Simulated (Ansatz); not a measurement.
**A plane-wave run on Se**

input.yaml (Ansatz 0.2.0)

```yaml
crystal:
  lattice:
    - [4.40978529, 0.0, 0.0]
    - [-2.20489265, 3.81898597, 0.0]
    - [0.0, 0.0, 5.00304897]
  atoms:
    - { symbol: Se, position: [0.2254, 0.0, 0.33333] }
    - { symbol: Se, position: [0.0, 0.2254, 0.66666] }
    - { symbol: Se, position: [0.7746, 0.7746, 0.0] }
  symmetry: { tolerance: 0.0003 }
kpoints:
  mp_grid: { grid: [7, 7, 5], shift: [0, 0, 0] }
  band_path:
    path:
      - [0.0, 0.0, 0.0]
      - [0.5, 0.0, 0.0]
      - [0.33333333, 0.33333333, 0.0]
      - [0.0, 0.0, 0.0]
      - [0.0, 0.0, 0.5]
      - [0.5, 0.0, 0.5]
      - [0.33333333, 0.33333333, 0.5]
      - [0.0, 0.0, 0.5]
      - [0.5, 0.0, 0.5]
      - [0.5, 0.0, 0.0]
      - [0.33333333, 0.33333333, 0.5]
    npoints: 14
magnetization:
  spin_polarized: false
scf:
  occupations: { method: fermi_dirac }
  lower_state_search: "off"
  max_iter: 200
hamiltonian:
  pseudopotentials: { kind: paw }
  xc: lda
basis:
  ecutwfc: 420
  fft_grid_basis: typed
output:
  forces: true
  stress: true
  eigenvalues: true
  bader: true
  populations: true
  elf: true
  write_potential: true
  volumetric_format: npy
  dos:
    e_range: [-12, 8]
    de: 0.05
    projected: { site_lists: { Se: [Se] } }
  write_density: true
checkpoint:
  read: saved_state
```

Command:

```sh
ansatz run input.yaml --threads 1 --pin off --max-ram 2560MiB --backend cpu --events-out ev --progress --plain --runs-dir out
```

The saved state is an earlier solution for the same cell, perhaps on another mesh. 

Excerpt of what it printed:

```
SCF iter   1: F=—  Δρ=5.69e-4  dr2=4.78e-4
SCF iter   2: F=—  Δρ=2.94e-4  dr2=1.32e-4
SCF iter   3: F=—  Δρ=5.18e-5  dr2=2.89e-6
SCF iter   4: F=—  Δρ=2.07e-5  dr2=3.49e-7
SCF iter   5: F=-16149.5953 eV  Δρ=5.41e-6  dr2=2.89e-8
Free energy (F): -16149.5953 eV
Harris-Foulkes:  -16149.5953 eV  (|F-HF|=1.53e-8)
Internal energy: -16149.5948 eV  (E = F + TS)
E sigma→0 (E₀):  -16149.5950 eV
Entropy (-TS):   -0.0005 eV (-0.157 meV/atom)
Fermi energy:    6.7172 eV
--- Per-component energies (eV) ---
  E_band       = -1262.2978
  E_kinetic    = 351.9608
  E_local      = -7847.6942  (includes V_loc(G=0)·N_el)
  E_nonlocal   = -1763.3947
  E_hartree    = 3826.4993
  E_xc         = -308.1906
  E_vxc        = -292.0359  (∫ρ·V_xc dr)
  E_paw        = -5483.0876  (= ΣΔE_a)
  E_vpaw       = 635.8653  (= ΣTr[D̂ρ^β])
  E_aug_tail   = -0.0018  (compensation charges beyond the density's cutoff)
  E_ewald      = -4932.3380
  E_core_change = 6.6521  (= ΣΔE_core)
  E_smearing   = -0.0005  (= −TS)
--- Stress (GPa, compression-positive) ---
       -2.9327       0.0000       0.0000
        0.0000      -2.9327       0.0000
        0.0000       0.0000      -2.5415
  P = ⅓ Tr σ = -2.8023 GPa (-28.023 kbar)
--- Löwdin populations: 3 sites ---
  site symbol       q [e]
     0     Se     15.9524
     1     Se     15.9524
     2     Se     15.9524
  spilling = 0.0030 (of n_electrons = 48.0000)
```

Origin: a database entry at a rescaled volume.
